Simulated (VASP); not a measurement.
# H in VASP: a series of runs, part 2 of 2

VASP 6.6.1. The steps go on from the part before.

## 3. Relaxation of the atoms, PBE+D3(BJ)

INCAR

```
PREC = Accurate ; ENCUT = 520
EDIFF = 1E-6 ; ISMEAR = -1
SIGMA = 0.05 ; LREAL = F
LASPH = T ; NELM = 80
ALGO = Normal ; ISIF = 2
LWAVE = F ; LCHARG = F
GGA = PE ; IVDW = 12
IBRION = 2 ; NSW = 35
EDIFFG = -0.3
```

KPOINTS

```
regular mesh
0
Gamma
  1 1 1
```

POSCAR

```
H
1.0
    5.2414830000      0.0000000000      0.0000000000
    0.0000000000      5.2414830000      0.0000000000
    0.0000000000      0.0000000000      5.2414830000
H
12
Direct
    0.6887015000      0.1748477000      0.6603099000
    0.7710785000      0.1667295000      0.5466088000
    0.3029595000      0.0099030000      0.4967206000
    0.3114725000      0.0043742000      0.3564466000
    0.2832532000      0.7812138000      1.0129300000
    0.3998844000      0.8073922000      0.9388242000
    0.3772497000      0.5728725000      0.5261765000
    0.3799499000      0.5523233000      0.3870713000
    0.9978542000      0.7447603000      0.1997020000
    0.9172302000      0.7575848000      0.0851807000
    0.6025926000      0.2858718000      0.2493205000
    0.6105024000      0.3965787000      0.1629421000
```

Potentials or basis: VASP PAW PBE potentials, release 64 (H).

Launch:

```bash
cat potpaw_PBE.64/H/POTCAR > POTCAR
mpirun -np 1 vasp_gam > vasp.out
```

It took 31 s on 1 thread of Intel Xeon 6975P-C (Granite Rapids), shared host; peak memory 0.22 GiB.

It converged, with:

```
Free energy                  : -40.4123 eV
Energy gained by relaxing    : 38.8 meV/atom
Ionic steps                  : 10
Pressure after relaxing      : 1.5 GPa
Largest force after relaxing : 0.219 eV/Å
Band gap on the k mesh       : 9.62 eV, direct
Dispersion energy per atom   : -0.019 eV
```

Forces on the atoms (eV/Å):
```
H    0.032 -0.007  0.037
H    0.077 -0.030  0.017
H   -0.027  0.061 -0.208
H   -0.081  0.007  0.042
H   -0.111  0.028  0.073
H    0.151  0.105 -0.019
H    0.006 -0.128 -0.084
H   -0.007 -0.082  0.069
H    0.046  0.002 -0.024
H    0.047  0.000  0.073
H   -0.144 -0.128  0.080
H    0.010  0.170 -0.054
```

Stress tensor (GPa, compression positive):
```
0.78 0.00 0.21
0.00 2.03 0.10
0.21 0.10 1.55
```

Step by step:
```
step  energy change (eV)  largest force (eV/Å)  pressure (GPa)
   1              0.0000                0.4684            2.84
   2             -0.0172                0.7053            1.92
   3             -0.0195                0.5106            2.15
   4             -0.0403                0.4929            2.12
   5             -0.0978                0.4543            2.04
   6             -0.1934                0.4959            1.87
   7             -0.3217                0.7865            1.52
   8             -0.3745                1.8226            0.69
   9             -0.4218                1.3820            0.90
  10             -0.4661                0.2189            1.46
```

Final structure:
```cif
data_structure
_symmetry_space_group_name_H-M 'P 1'
_symmetry_Int_Tables_number 1
_cell_length_a 5.2415
_cell_length_b 5.2415
_cell_length_c 5.2415
_cell_angle_alpha 90.000
_cell_angle_beta 90.000
_cell_angle_gamma 90.000
_cell_volume 144.00
loop_
_atom_site_label
_atom_site_type_symbol
_atom_site_fract_x
_atom_site_fract_y
_atom_site_fract_z
_atom_site_occupancy
H1 H 0.71752 0.16103 0.70486 1
H2 H 0.82139 0.14672 0.60887 1
H3 H 0.26733 0.03853 0.47885 1
H4 H 0.28847 0.05822 0.33924 1
H5 H 0.33891 0.78331 0.92222 1
H6 H 0.46801 0.82370 0.88113 1
H7 H 0.33631 0.57999 0.58759 1
H8 H 0.35735 0.54525 0.45141 1
H9 H 0.91458 0.73090 0.26641 1
H10 H 0.89533 0.74381 0.12539 1
H11 H 0.59796 0.26108 0.15831 1
H12 H 0.63956 0.38191 0.09797 1
```

Levels at points of the mesh, in eV from the valence-band top:
```csv
k point,band 3,band 4,band 5,band 6,band 7,band 8,band 9,band 10
"(0.00, 0.00, 0.00)",-0.76,-0.50,-0.36,0.00,9.62,9.82,10.36,10.90
```

Caveat: the relaxation stopped at a loose force limit of 0.3 eV/Å, so its end isn't a converged minimum.

## 4. Single point, PBE+D3(BJ)

INCAR

```
ALGO     = Normal         # electronic algorithm
EDIFF    = 1E-6           # SCF threshold, eV
ENCUT    = 520            # plane-wave cutoff, eV
GGA      = PE             # functional
ISIF     = 2              # what is computed and relaxed
ISMEAR   = -1             # smearing method
IVDW     = 12             # dispersion correction
LASPH    = True           # aspherical terms in the spheres
LCHARG   = True           # write CHGCAR
LELF     = True           # ELF
LREAL    = False          # projectors in reciprocal space
LVHAR    = True         
LWAVE    = False          # write WAVECAR
NBANDS   = 18             # bands
NELM     = 100            # most SCF steps
PREC     = Accurate       # precision mode
SIGMA    = 0.05           # smearing width, eV
```

KPOINTS

```
k-points
0
Gamma
  1 1 1
```

POSCAR

```
H
1.0
    5.2414830000      0.0000000000      0.0000000000
    0.0000000000      5.2414830000      0.0000000000
    0.0000000000      0.0000000000      5.2414830000
H
12
Direct
    0.7780622393      0.0094438921      0.7337427213
    0.6508272563     -0.0677289233      0.7233449007
    0.1084044344      0.1821621858      0.4728051202
    0.0498141461      0.2745787786      0.3806174703
    0.3731386709      0.8736077175      1.0023308289
    0.2787760639      0.9188048497      1.0844640725
    0.4629414996      0.8182798647      0.5216462593
    0.3485082371      0.7353834783      0.5143010098
    0.8441885627      0.7400004922      0.1342749752
    0.8311769780      0.7719380183      0.2896126917
    0.6469733852      0.2686453433      0.2525811874
    0.6383880287      0.1311460898      0.2242685896
```

Potentials or basis: VASP PAW PBE potentials, release 64 (H).

Launch:

```bash
cat potpaw_PBE.64/H/POTCAR > POTCAR
mpirun -np 1 vasp_gam > vasp.out
```

OUTCAR:

```text
EDIFF = 1E-6
   ENCUT = 520
   GGA = PE
   ISIF = 2
   ISMEAR = -1
   IVDW = 12
   LASPH = True
   LREAL = False
   NELM = 100
   PREC = Accurate
 IVDW          = 12

 ion  position               nearest neighbor table
   1  0.778  0.009  0.734-   2 0.78
   2  0.651  0.932  0.723-   1 0.78
   3  0.108  0.182  0.473-   4 0.75
   4  0.050  0.275  0.381-   3 0.75
   5  0.373  0.874  0.002-   6 0.70
[... 227 lines left out ...]
  in kB      28.90152    12.27435     9.40678    -6.61951     1.81507    -0.07752
  external pressure =       16.86 kB  Pullay stress =        0.00 kB

 VOLUME and BASIS-vectors are now :
 -----------------------------------------------------------------------------
  energy-cutoff  :      520.00
  volume of cell :      144.00
      direct lattice vectors                 reciprocal lattice vectors
     5.241483000  0.000000000  0.000000000     0.190785699  0.000000000  0.000000000
     0.000000000  5.241483000  0.000000000     0.000000000  0.190785699  0.000000000
     0.000000000  0.000000000  5.241483000     0.000000000  0.000000000  0.190785699

 POSITION                                       TOTAL-FORCE (eV/Angst)
 -----------------------------------------------------------------------------------
      4.07820      0.04950      3.84590        -0.819366     -0.420275      0.011389
      3.41130      4.88648      3.79140         1.070062      0.673785      0.252875
      0.56820      0.95480      2.47820        -0.002626      0.087291      0.040740
      0.26110      1.43920      1.99500         0.094111     -0.044951      0.124775
      1.95580      4.57900      0.01222         1.275443     -0.609837     -1.215221
      1.46120      4.81590      0.44272        -1.426012      0.708660      1.114974
      2.42650      4.28900      2.73420        -0.040937     -0.083255     -0.127947
      1.82670      3.85450      2.69570        -0.145658     -0.228067     -0.075716
      4.42480      3.87870      0.70380        -0.054518      0.343514      2.134963
      4.35660      4.04610      1.51800         0.305084     -0.611223     -2.168370
      3.39110      1.40810      1.32390        -0.119326      0.169138      0.009476
      3.34610      0.68740      1.17550        -0.136254      0.015220     -0.101938
 -----------------------------------------------------------------------------------
    total drift:                               -0.000004     -0.000007     -0.000446

  FREE ENERGIE OF THE ION-ELECTRON SYSTEM (eV)
  ---------------------------------------------------
  free  energy   TOTEN  =       -39.9680643975 eV

  energy  without entropy=      -39.9680643974  energy(sigma->0) =      -39.96806440
```

stdout:

```text
POSCAR found type information on POSCAR H
 POSCAR found :  1 types and      12 ions
 scaLAPACK will be used
 LDA part: xc-table for (Slater+PW92), standard interpolation
 POSCAR, INCAR and KPOINTS ok, starting setup
 FFT: planning ... GRIDC
 FFT: planning ... GRID_SOFT
 FFT: planning ... GRID
 WAVECAR not read
 entering main loop
```

It took 6.1 s on 1 thread of Intel Xeon 6975P-C (Granite Rapids), shared host; peak memory 0.22 GiB.

What came out:

```
Free energy                : -39.9681 eV
Pressure                   : 1.7 GPa
Largest force              : 2.273 eV/Å
Band gap on the k mesh     : 8.68 eV, direct
Dispersion energy per atom : -0.021 eV
```

Forces on the atoms (eV/Å):
```
H   -0.819 -0.420  0.011
H    1.070  0.674  0.253
H   -0.003  0.087  0.041
H    0.094 -0.045  0.125
H    1.275 -0.610 -1.215
H   -1.426  0.709  1.115
H   -0.041 -0.083 -0.128
H   -0.146 -0.228 -0.076
H   -0.055  0.344  2.135
H    0.305 -0.611 -2.168
H   -0.119  0.169  0.009
H   -0.136  0.015 -0.102
```

A hybrid or GW would open this gap; PBE tends to underestimate it.
